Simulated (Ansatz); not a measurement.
Cubic perovskite LaAlO3 (cubic high-temperature phase), treated with rVV10 (Ansatz, an electronic-structure program, plane waves, PAW).

From the output:

```
Crystal: 5 atoms, lattice volume = 56.044 Å³
Basis set: ecut = 520 eV, 1503 PW (Γ), exchange–correlation on 60×60×60 points (8 copies of the dense FFT grid, shifted against one another)
Bands: 21, of which v1, the nominal top of the filled ones, is band 16 counted from 1 (15 counted from 0)
Symmetry: 48 space group operations
Space group: Pm-3m (ITA 221), of the structure as read, at distance tolerance 3.8e-5 Å
k-points: 56 of 1000
Functional: x = rpw86, c = pbe(β = 0.06672455060314922) + rvv10(b = 6.3, C = 0.0093)
SCF iter   1: F=—  HF=-8575.693417 eV  |F-HF|=—  |Δ(HF+E_count)|=         —  Δρ=1.56e-2  dr2=9.66e-2
SCF iter   2: F=—  HF=-8575.668536 eV  |F-HF|=—  |Δ(HF+E_count)|=   2.49e-2  Δρ=2.62e-3  dr2=2.49e-3
  ...
SCF iter   6: F=—  HF=-8575.668324 eV  |F-HF|=—  |Δ(HF+E_count)|=   9.53e-8  Δρ=4.86e-6  dr2=1.49e-8
SCF iter   7: F=-8575.668324 eV  HF=-8575.668324 eV  |F-HF|=1.15e-10  |Δ(HF+E_count)|=   2.86e-9  Δρ=9.02e-7  dr2=3.92e-10
SCF 1 converged in 7 iterations: F = -8575.668324 eV  dr2 = 3.92e-10
SCF converged after 7 iterations
Free energy (F): -8575.668324 eV
Internal energy: -8575.668324 eV  (E = F + TS)
E sigma→0 (E₀):  -8575.668324 eV
Fermi energy:    12.865168 eV
--- Forces (eV/Å), atoms counted from 1 ---
  atom   1  La    -0.00000000     0.00000000     0.00000000
  atom   2  Al     0.00000000    -0.00000000    -0.00000000
  atom   3  O      0.00000000    -0.00000000     0.00000000
  atom   4  O      0.00000000     0.00000000    -0.00000000
  atom   5  O      0.00000000    -0.00000000     0.00000000
--- Stress (GPa, compression-positive) ---
       -0.000227       0.000000       0.000000
       -0.000000      -0.000227       0.000000
        0.000000       0.000000      -0.000227
  P = ⅓ Tr σ = -0.0002 GPa (-0.002 kbar)
```

Question: Write an input file that could have produced this run (the log leaves some choices open).

Answer: This is not unique; one that fits is 
Ansatz 0.2 input:
```yaml
crystal:
  lattice:
    - [3.8268672823, 0.0, 0.0]
    - [0.0, 3.8268672823, 0.0]
    - [0.0, 0.0, 3.8268672823]
  atoms:
    - { symbol: La, position: [0.0, 0.0, 0.0] }
    - { symbol: Al, position: [0.5, 0.5, 0.5] }
    - { symbol: O, position: [0.5, 0.0, 0.5] }
    - { symbol: O, position: [0.0, 0.5, 0.5] }
    - { symbol: O, position: [0.5, 0.5, 0.0] }
basis:
  ecutwfc: 520
  ecutrho_ratio: 4
  xc_grid: 2
kpoints:
  mp_grid: { grid: [10, 10, 10] }
  band_path:
    path:
      - [0.0, 0.0, 0.0]
      - [0.0, 0.0625, 0.0]
      - [0.0, 0.125, 0.0]
      - [0.0, 0.1875, 0.0]
      - [0.0, 0.25, 0.0]
      - [0.0, 0.3125, 0.0]
      - [0.0, 0.375, 0.0]
      - [0.0, 0.4375, 0.0]
      - [0.0, 0.5, 0.0]
      - [0.0625, 0.5, 0.0]
      - [0.125, 0.5, 0.0]
      - [0.1875, 0.5, 0.0]
      - [0.25, 0.5, 0.0]
      - [0.3125, 0.5, 0.0]
      - [0.375, 0.5, 0.0]
      - [0.4375, 0.5, 0.0]
      - [0.5, 0.5, 0.0]
      - [0.454545, 0.454545, 0.0]
      - [0.409091, 0.409091, 0.0]
      - [0.363636, 0.363636, 0.0]
      - [0.318182, 0.318182, 0.0]
      - [0.272727, 0.272727, 0.0]
      - [0.227273, 0.227273, 0.0]
      - [0.181818, 0.181818, 0.0]
      - [0.136364, 0.136364, 0.0]
      - [0.090909, 0.090909, 0.0]
      - [0.045455, 0.045455, 0.0]
      - [0.035714, 0.035714, 0.035714]
      - [0.071429, 0.071429, 0.071429]
      - [0.107143, 0.107143, 0.107143]
      - [0.142857, 0.142857, 0.142857]
      - [0.178571, 0.178571, 0.178571]
      - [0.214286, 0.214286, 0.214286]
      - [0.25, 0.25, 0.25]
      - [0.285714, 0.285714, 0.285714]
      - [0.321429, 0.321429, 0.321429]
      - [0.357143, 0.357143, 0.357143]
      - [0.392857, 0.392857, 0.392857]
      - [0.428571, 0.428571, 0.428571]
      - [0.464286, 0.464286, 0.464286]
      - [0.5, 0.5, 0.5]
      - [0.454545, 0.5, 0.454545]
      - [0.409091, 0.5, 0.409091]
      - [0.363636, 0.5, 0.363636]
      - [0.318182, 0.5, 0.318182]
      - [0.272727, 0.5, 0.272727]
      - [0.227273, 0.5, 0.227273]
      - [0.181818, 0.5, 0.181818]
      - [0.136364, 0.5, 0.136364]
      - [0.090909, 0.5, 0.090909]
      - [0.045455, 0.5, 0.045455]
      - [0.5, 0.5, 0.4375]
      - [0.5, 0.5, 0.375]
      - [0.5, 0.5, 0.3125]
      - [0.5, 0.5, 0.25]
      - [0.5, 0.5, 0.1875]
      - [0.5, 0.5, 0.125]
      - [0.5, 0.5, 0.0625]
    npoints: 1
hamiltonian:
  xc: { exchange: rpw86, correlation: pbe }
  dispersion: rvv10
  pseudopotentials: { kind: paw }
scf:
  occupations: { method: fermi_dirac, width: 0.01 }
  convergence: { dr2_threshold: 0.0000000005 }
output:
  forces: true
  stress: true
  eigenvalues: true
  write_bands: true
```

The PAW data were made under PBE.

Note: held by symmetry at 0 K, a high-temperature phase can be a saddle point.

Cost on a shared machine: roughly 12 core-seconds.
